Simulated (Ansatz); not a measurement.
# Mg2Si: energy against volume in PBE, exact exchange and the RPA

An exercise on one series of results from a longer session: the logs are not shown, and one member is left open.

Code: Ansatz 0.2.0. PBE orbitals, norm-conserving pseudopotentials, plane waves. No spin polarisation and no zero-point or thermal motion.

## The structure to begin with

The cell was relaxed beforehand with r2SCAN; volume changes: +0 %, -5 %, +5 %, -10 %, +10 %.

The symmetry is Fm-3m (No. 225, cubic); conventional cell a = 6.338 Å, 21.22 Å³ an atom. Around Si lie 8 Mg at 2.74 Å; around Mg lie 4 Si at 2.74 Å.

As a file:

```xyz
3
Lattice="0.0000 3.1690 3.1690 3.1690 0.0000 3.1690 3.1690 3.1690 0.0000" Properties=species:S:1:pos:R:3 pbc="T T T"
Si    0.0000    0.0000    0.0000
Mg    1.5845    1.5845    1.5845
Mg    4.7534    4.7534    4.7534
```

Set-up of the first run:

input.yaml reads:

```yaml
crystal:
  lattice:
    - [0.0, 3.1689631855, 3.1689631855]
    - [3.1689631855, 0.0, 3.1689631855]
    - [3.1689631855, 3.1689631855, 0.0]
  atoms:
    - { symbol: Si, position: [0.0, 0.0, 0.0] }
    - { symbol: Mg, position: [0.25, 0.25, 0.25] }
    - { symbol: Mg, position: [0.75, 0.75, 0.75] }
kpoints:
  mp_grid: { grid: [4, 4, 4] }
hamiltonian:
  xc: pbe
  pseudopotentials: { kind: nc }
scf:
  occupations: { method: fixed }
output:
  rpa_energy:
    ecut_chi_ladder: [174, 195, 216, 240, 264]
    long_wavelength: optical_limit
basis:
  ecutwfc: 1142.878222
```

Steps of the session up to this table: The unscaled cell; Volume -5 %; Volume +5 %; Volume -10 %; Volume +10 %.

One table of the session follows, with a row left open; its other results are not shown here.

It belongs to the step «The three curves». Energies in meV/atom from the unscaled cell:

```
volume (Å³/atom)   PBE  exact exchange  EXX+RPA  RPA correlation
          19.094  53.7            85.8     28.4            -57.4
          20.155  14.7            28.5     14.0            -14.5
          21.216   0.0             0.0      0.0              0.0
          22.277     ?               ?        ?                ?
          23.337  24.0             6.9     30.6             23.7
```

Q: Estimate the row for volume (Å³/atom) = 22.277 from the others.

Worked estimate for «PBE». A straight line through the neighbours (21.216, 0.0) and (23.337, 24.0) gives 0.0 + (24.0 − 0.0) × (22.277 − 21.216) / (23.337 − 21.216) = 12.0; a parabola fitted to 3 rows on both sides gives 3.1.

The run gave: PBE: 4.5; exact exchange: -5.7; EXX+RPA: 13.4; RPA correlation: 19.1. In «PBE» the line misses by +7.5 and the parabola by -1.4.
